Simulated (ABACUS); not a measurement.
# GaP (F-43m) in ABACUS: reference runs

How does GaP come out in PBE? The cell is run as given and disturbed.

Program: ABACUS 3.10.1. These are calculated values, not measurements. Logs are shortened: lines on timing, memory, paths and dates and some standing lists are left out, and cuts for length are marked.

**What was measured.**

“Stacking defects in GaP nanowires: Electronic structure and optical properties”, 2018, arxiv:1810.01194 quotes, for a bulk crystal of GaP at 10 K: band gap 2.34 eV (indirect).

The results are compared with them further down.

**1. The structure**

Symmetry: F-43m, No. 216, cubic system. The conventional cell has a = 5.451 Å, b = 5.451 Å, c = 5.451 Å, α = 90.00°, β = 90.00°, γ = 90.00°. Ga (site symmetry -43m) is surrounded by 4 P at 2.36 Å. P (site symmetry -43m) is surrounded by 4 Ga at 2.36 Å.

**2. Single point, PBE**

Input file INPUT:

```
INPUT_PARAMETERS
suffix              GaP
calculation         scf
basis_type          pw
pseudo_dir          ./
symmetry            1
dft_functional      pbe
ecutwfc             81
pseudo_rcut         10
nspin               1
nbands              13
ks_solver           dav
smearing_method     fd
smearing_sigma      0.00367493
scf_thr             1e-08
scf_nmax            100
mixing_type         broyden
mixing_beta         0.7
cal_force           1
cal_stress          1
kpar                4
```

Input file STRU:

```
ATOMIC_SPECIES
Ga 69.7230 Ga.upf
P 30.9738 P.upf

LATTICE_CONSTANT
1.8897261246

LATTICE_VECTORS
0.0000000000 2.7252500000 2.7252500000
2.7252500000 0.0000000000 2.7252500000
2.7252500000 2.7252500000 0.0000000000

ATOMIC_POSITIONS
Direct

Ga
0.0
1
0.0000000000 0.0000000000 0.0000000000 1 1 1

P
0.0
1
0.7500000000 0.7500000000 0.7500000000 1 1 1
```

Input file KPT:

```
K_POINTS
0
Gamma
8 8 8 0 0 0
```

Potentials or basis: PseudoDojo NC SR 0.4.1 PBE standard, plane waves.

Run with:

```bash
$ OMP_NUM_THREADS=1 mpirun -np 4 abacus > log
```

running log:

```text
ABACUS v3.10.1

               Atomic-orbital Based Ab-initio Computation at UStc

 ------------------------------------------------------------------------------------

 READING GENERAL INFORMATION
                           global_out_dir = OUT.GaP/
                           global_in_card = INPUT
                               pseudo_dir = ./
                              orbital_dir =
                                    DSIZE = 4
                                    GSIZE = 1

 READING UNITCELL INFORMATION
                                    ntype = 2
                  lattice constant (Bohr) = 1.88973
              lattice constant (Angstrom) = 1

 READING ATOM TYPE 1
                               atom label = Ga
                      L=0, number of zeta = 1
                      L=1, number of zeta = 1
                      L=2, number of zeta = 1
             number of atom for this type = 1

 READING ATOM TYPE 2
                               atom label = P
                      L=0, number of zeta = 1
                      L=1, number of zeta = 1
                      L=2, number of zeta = 1
             number of atom for this type = 1

                        TOTAL ATOM NUMBER = 2
DIRECT COORDINATES
    atom                   x                   y                   z     mag                  vx                  vy                  vz
taud_Ga1            0.0000000000        0.0000000000        0.0000000000  0.0000        0.0000000000        0.0000000000        0.0000000000
taud_P1            0.7500000000        0.7500000000        0.7500000000  0.0000        0.0000000000        0.0000000000        0.0000000000

                          Volume (Bohr^3) = 273.178
                             Volume (A^3) = 40.4807

 Lattice vectors: (Cartesian coordinate: in unit of a_0)
                   +0            +2.72525            +2.72525
             +2.72525                  +0            +2.72525
             +2.72525            +2.72525                  +0
 Reciprocal vectors: (Cartesian coordinate: in unit of 2 pi/a_0)
            -0.183469           +0.183469           +0.183469
            +0.183469           -0.183469           +0.183469
            +0.183469           +0.183469           -0.183469
 The esolver type has been set to : ksdft_pw

                PAO radial cut off (Bohr) = 10

 Read in pseudopotential file is Ga.upf
                     pseudopotential type = NC
          exchange-correlation functional = PBE
                 nonlocal core correction = 1
                        valence electrons = 13
                                     lmax = 2
                           number of zeta = 3
                     number of projectors = 6
                           L of projector = 0
[... 5 lines left out ...]
                PAO radial cut off (Bohr) = 10

 Read in pseudopotential file is P.upf
                     pseudopotential type = NC
          exchange-correlation functional = PBE
                 nonlocal core correction = 1
                        valence electrons = 5
                                     lmax = 2
                           number of zeta = 2
                     number of projectors = 6
                           L of projector = 0
                           L of projector = 0
                           L of projector = 1
                           L of projector = 1
                           L of projector = 2
                           L of projector = 2
     initial pseudo atomic orbital number = 13

 SETUP THE ELECTRONS NUMBER
            electron number of element Ga = 13
      total electron number of element Ga = 13
             electron number of element P = 5
       total electron number of element P = 5
            AUTOSET number of electrons:  = 18
                           occupied bands = 9
                                   NBANDS = 13
                                   NLOCAL = 18

%%%%%%%%%%%%%%%%%%%%%%%%%%%%%%%%%%%%%%%%%%%%%%%%%%%%%%%%%%%%%%%%%%%%%%%%%%%%%%%%%%%%%%%%%%%%%%%%%%%%%%%%%%
 Warning: the number of valence electrons in pseudopotential > 3 for Ga: [Ar] 3d10 4s2 4p1
 Pseudopotentials with additional electrons can yield (more) accurate outcomes, but may be less efficient.
 If you're confident that your chosen pseudopotential is appropriate, you can safely ignore this warning.
%%%%%%%%%%%%%%%%%%%%%%%%%%%%%%%%%%%%%%%%%%%%%%%%%%%%%%%%%%%%%%%%%%%%%%%%%%%%%%%%%%%%%%%%%%%%%%%%%%%%%%%%%%

 SETUP THE PLANE WAVE BASIS
 energy cutoff for charge/potential (unit:Ry) = 324
            fft grid for charge/potential = [ 45, 45, 45 ]
                        fft grid division = [ 1, 1, 1 ]
        big fft grid for charge/potential = [ 45, 45, 45 ]
                                     nbxx = 91125
                                     nrxx = 91125

 SETUP PLANE WAVES FOR CHARGE/POTENTIAL
                    number of plane waves = 26813
                         number of sticks = 1177

 PARALLEL PW FOR CHARGE/POTENTIAL
     PROC   COLUMNS(POT)             PW
        1           1177          26813
 --------------- sum -------------------
        1           1177          26813
                            number of |g| = 293
                                  max |g| = 29.2178
                                  min |g| = 0

----------- Double Check Mixing Parameters Begin ------------
mixing_type: broyden
mixing_beta: 0.7
mixing_gg0: 1
mixing_gg0_min: 0.1
mixing_ndim: 8
----------- Double Check Mixing Parameters End ------------

 LATTICE VECTORS: (CARTESIAN COORDINATE: IN UNIT OF A0)
[... 20 lines left out ...]
Original cell was already a primitive cell.
                        ROTATION MATRICES = 48
              PURE POINT GROUP OPERATIONS = 24
                   SPACE GROUP OPERATIONS = 24
                                       C2 = 3
                                       C3 = 8
                                       C4 = 0
                                       C6 = 0
                                       S1 = 6
                                       S3 = 0
                                       S4 = 6
                                       S6 = 0
                              POINT GROUP = T_d
                                       C2 = 3
                                       C3 = 8
                                       C4 = 0
                                       C6 = 0
                                       S1 = 6
                                       S3 = 0
                                       S4 = 6
                                       S6 = 0
               POINT GROUP IN SPACE GROUP = T_d

 SETUP K-POINTS
                                    nspin = 1
                   Input type of k points = Monkhorst-Pack(Gamma)
                                   nkstot = 512
                       right hand lattice = 1
(for reciprocal lattice: )
                             BRAVAIS TYPE = 2
                     BRAVAIS LATTICE NAME = 02. Cubic I (body-centered)
                                    ibrav = 2
                       right hand lattice = 1
(for k-lattice: )
                             BRAVAIS TYPE = 2
                     BRAVAIS LATTICE NAME = 02. Cubic I (body-centered)
                                    ibrav = 2
                       right hand lattice = 1
                        ROTATION MATRICES = 48
                               nkstot_ibz = 29
K-POINTS REDUCTION ACCORDING TO SYMMETRY
     IBZ    DIRECT_X    DIRECT_Y    DIRECT_Z  WEIGHT  ibz2bz
       1  0.00000000  0.00000000  0.00000000  0.0020       0
       2  0.12500000  0.12500000  0.12500000  0.0156       1
       3  0.25000000  0.25000000  0.25000000  0.0156       2
       4  0.37500000  0.37500000  0.37500000  0.0156       3
       5  0.50000000  0.50000000  0.50000000  0.0078       4
       6  0.12500000  0.12500000  0.00000000  0.0117       9
[... 21 lines left out ...]
      28 -0.12500000  0.50000000  0.37500000  0.0234     101
      29  0.50000000  0.25000000 -0.25000000  0.0117     166

                               nkstot now = 29
[... K-POINTS DIRECT COORDINATES: 29 rows ...]

           k-point number in this process = 8
       minimum distributed K point number = 7
[... stars of the k points ...]

[... K-POINTS CARTESIAN COORDINATES: 8 rows ...]

[... K-POINTS DIRECT COORDINATES: 8 rows ...]

 SETUP PLANE WAVES FOR WAVE FUNCTIONS
     energy cutoff for wavefunc (unit:Ry) = 81
              fft grid for wave functions = [ 45, 45, 45 ]
                    number of plane waves = 3943
                         number of sticks = 337

 PARALLEL PW FOR WAVE FUNCTIONS
     PROC   COLUMNS(POT)             PW
        1            337           3943
 --------------- sum -------------------
        1            337           3943

 SETUP NONLOCAL PSEUDOPOTENTIALS IN PLANE WAVE BASIS
 Ga non-local projectors:
 projector 1 L=0
 projector 2 L=0
 projector 3 L=1
 projector 4 L=1
 projector 5 L=2
 projector 6 L=2
 P non-local projectors:
 projector 1 L=0
 projector 2 L=0
 projector 3 L=1
 projector 4 L=1
 projector 5 L=2
 projector 6 L=2
      TOTAL NUMBER OF NONLOCAL PROJECTORS = 36

 Init Non-Local PseudoPotential table :
 Init Non-Local-Pseudopotential done.

                                     npwx = 3383

 Make real space PAO into reciprocal space.
       max mesh points in Pseudopotential = 1001
     dq(describe PAO in reciprocal space) = 0.01
                                    max q = 1084

 number of pseudo atomic orbitals for Ga is 3
WARNING: norm of atomic wavefunction # 2 of atomic type Ga is 0.999997, renormalized
WARNING: norm of atomic wavefunction # 3 of atomic type Ga is 0.998668, renormalized

 number of pseudo atomic orbitals for P is 2
WARNING: norm of atomic wavefunction # 2 of atomic type P is 0.999977, renormalized

 -------------------------------------------
 SELF-CONSISTENT
 -------------------------------------------
                                 init_chg = atomic

 PW ALGORITHM --------------- ION=   1  ELEC=   1--------------------------------
 Notice: Threshold on eigenvalues was too large.
 hsover_error=0.18 > DRHO=0.0737408
 Origin diag ethr = 0.01
 New diag ethr = 0.000409671

 Density error is 0.0735114504858
                          Error Threshold = 0.000409671256898
----------------------------------------------------------
     Energy           Rydberg                 eV
----------------------------------------------------------
 E_KohnSham     -166.8423872711      -2270.0071348091
 E_Harris       -167.8390814636      -2283.5678549913
 E_Fermi        0.5870574368         7.9873261938
----------------------------------------------------------
[... 63 lines left out ...]
 Density error is 3.88537645673e-09
                          Error Threshold = 1.68692212278e-10
----------------------------------------------------------
     Energy           Rydberg                 eV
----------------------------------------------------------
 E_KohnSham     -166.8573104474      -2270.2101750392
 E_KS(sigma->0) -166.8573104473      -2270.2101750377
 E_Harris       -166.8576168634      -2270.2143440438
 E_band         -3.6063347697        -49.0667017635
 E_one_elec     -76.5962664855       -1042.1456697289
 E_Hartree      52.2434396654        710.8084625682
 E_xc           -46.0268597390       -626.2275534966
 E_Ewald        -96.4776238881       -1312.6454143789
 E_entropy(-TS) -0.0000000002        -0.0000000030
 E_descf        0.0000000000         0.0000000000
 E_exx          0.0000000000         0.0000000000
 E_Fermi        0.6176936337         8.4041530366
----------------------------------------------------------

 charge density convergence is achieved
 final etot is -2270.210175 eV
 EFERMI = 8.4041530366 eV

 STATE ENERGY(eV) AND OCCUPATIONS    NSPIN == 1
 1/8 kpoint (Cartesian) = 0.0000 0.0000 0.0000 (3383 pws)
       1       -6.95133     0.00390625
       2       -6.95133     0.00390625
       3       -6.95133     0.00390625
       4       -6.85397     0.00390625
       5       -6.85397     0.00390625
       6       -4.87984     0.00390625
       7        7.61293     0.00390625
       8        7.61293     0.00390625
       9        7.61293     0.00390625
      10        9.43118    4.68954e-12
      11        11.5041    4.63159e-30
      12        11.5041    4.63159e-30
      13        11.5041    4.63159e-30
[... 61 lines left out ...]
 6/8 kpoint (Cartesian) = 0.0000 0.0000 0.045867 (3371 pws)
       1       -6.97371      0.0234375
       2       -6.94219      0.0234375
       3       -6.94219      0.0234375
       4       -6.85805      0.0234375
       5       -6.85080      0.0234375
       6       -4.61053      0.0234375
       7        6.06272      0.0234375
       8        6.96647      0.0234375
       9        6.96647      0.0234375
      10        10.5864    2.60110e-21
      11        11.1140    6.80379e-26
      12        12.4465    1.81465e-37
      13        12.4465    1.81465e-37

[... levels at 2 further k points ...]

------------------------------------------------------------------------------------------
 TOTAL-FORCE (eV/Angstrom)
------------------------------------------------------------------------------------------
                       Ga1         0.0000000000         0.0000000000         0.0000000000
                        P1         0.0000000000         0.0000000000         0.0000000000
------------------------------------------------------------------------------------------

----------------------------------------------------------------
 TOTAL-STRESS (KBAR)
----------------------------------------------------------------
        25.7739234929        -0.0000000000        -0.0000000000
        -0.0000000000        25.7739234929         0.0000000000
        -0.0000000000         0.0000000000        25.7739234929
----------------------------------------------------------------
 TOTAL-PRESSURE: 25.773923 KBAR

 --------------------------------------------
 !FINAL_ETOT_IS -2270.2101750392198483 eV
 --------------------------------------------
```

Run time: 3.1 s. Hardware: 4 MPI ranks of AMD EPYC 9R45 (Zen 5), shared host; peak memory 0.32 GiB.

What came out:

| Item | Value |
| --- | --- |
| Free energy | -2270.2102 eV |
| Pressure | 2.6 GPa |
| Band gap on the k mesh | 1.64 eV, indirect (least direct gap 1.82 eV) |

**3. Single point, PBE (atoms moved at random, drawn with an rms of 0.05 Å)**

INPUT is that of step 2.

STRU: that of step 2 with these lines changed.

```diff
@@ -18,3 +18,3 @@
 1
-0.0000000000 0.0000000000 0.0000000000 1 1 1
+-0.0013860000 -0.0157230000 0.0174070000 1 1 1
 
@@ -23,2 +23,2 @@
 1
-0.7500000000 0.7500000000 0.7500000000 1 1 1
+0.7476240000 0.7471280000 0.7528140000 1 1 1
```

KPT is that of step 2.

Potentials or basis: PseudoDojo NC SR 0.4.1 PBE standard, plane waves.

Run with:

```bash
$ OMP_NUM_THREADS=1 mpirun -np 4 abacus > log
```

Wall time 22 s (4 MPI ranks of AMD EPYC 9R45 (Zen 5), shared host); peak memory 0.52 GiB.

It converged, with:

```yaml
Free_energy: -2270.1954 eV
Pressure: 2.7 GPa
Largest_force: 0.558 eV/Å
Band_gap_on_the_k_mesh: 1.44 eV, indirect (least direct gap 1.67 eV)
```

Forces in eV/Å, atoms in the order of the input:
```
Ga  -0.091 -0.436  0.336
P    0.091  0.436 -0.336
```

Stress tensor (GPa, compression positive):
```
 2.73  1.04 -1.35
 1.04  2.64 -0.28
-1.35 -0.28  2.68
```

Levels at points of the mesh, in eV from the valence-band top:
```
           k point  band 5  band 6  band 7  band 8  band 9  band 10  band 11
(0.00, 0.00, 0.00)  -14.62  -12.64   -0.32   -0.13    0.00     1.67     3.66
(0.50, 0.00, 0.00)  -14.61  -10.58   -6.79   -1.40   -1.12     1.53     4.38
(0.00, 0.50, 0.00)  -14.61  -10.63   -6.63   -1.38   -1.19     1.44     4.38
(0.50, 0.50, 0.00)  -14.60   -9.69   -6.90   -2.87   -2.78     1.47     1.71
(0.00, 0.00, 0.50)  -14.62  -10.52   -6.95   -1.32   -1.17     1.61     4.54
(0.50, 0.00, 0.50)  -14.60   -9.69   -6.90   -2.89   -2.77     1.45     1.73
(0.00, 0.50, 0.50)  -14.60   -9.68   -6.91   -2.83   -2.82     1.50     1.67
(0.50, 0.50, 0.50)  -14.61  -10.59   -6.75   -1.41   -1.13     1.50     4.36
```

**4. Comparison with measurements**

Step 2. A measured gap of GaP is 2.34 eV (indirect; 10 K; quoted in “Stacking defects in GaP nanowires: Electronic structure and optical properties”, 2018, arxiv:1810.01194); the calculated 1.64 eV misses it by -0.70 eV. Spin-orbit coupling on Ga is left out. The value is that of PBE on a finite k mesh, which can miss the band edges, without temperature or zero-point motion. Semilocal functionals fall short of measured gaps as a rule.
